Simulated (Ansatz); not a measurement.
Ta: pressure against volume

Ta, Im-3m, a = 3.319 Å. Ansatz: PBE, PAW, 420 eV, Γ-centred 18×18×18 mesh on 1 atom, Gaussian smearing 0.10 eV; no spin polarisation. Symmetry fixes shape and atoms, so the cell is only scaled; pressure is positive in compression.

```tsv
V (Å³/atom)	P (GPa)
17.181	?
17.729	6.25
18.277	0.00
18.825	-5.43
19.374	-10.15
```

Task: Take V0 = 18.277 Å³/atom, fit the third-order Birch–Murnaghan form to the other rows, and predict the missing pressure.

Result: With the Eulerian strain f = ½[(V0/V)^(2/3) − 1] and y = P/[3f(1 + 2f)^(5/2)], the form is the line y = B0 + 1.5 B0 (B0′ − 4) f. Rows (f, y): 0.01025, 193.2; -0.00975, 195.0; -0.01906, 195.6. Means f = -0.006187, y = 194.60; Σ(Δf)² = 0.0004486, ΣΔfΔy = -0.03731; the slope is their ratio. y = 194.1 − 83.17 f GPa, so B0 = 194.1 GPa and B0′ = 4 + 2 × (-83.17)/(3 × 194.1) = 3.71. At V = 17.181, f = 0.02104, y = 192.35 and P = 13.46 GPa. The run gave 13.47 GPa, so the fit is 0.01 GPa too low, a small miss on the scale of the series. The form still works here, 33 % of the fitted range beyond its end.

Spin–orbit coupling is left out, which can shift energies with elements as heavy as these.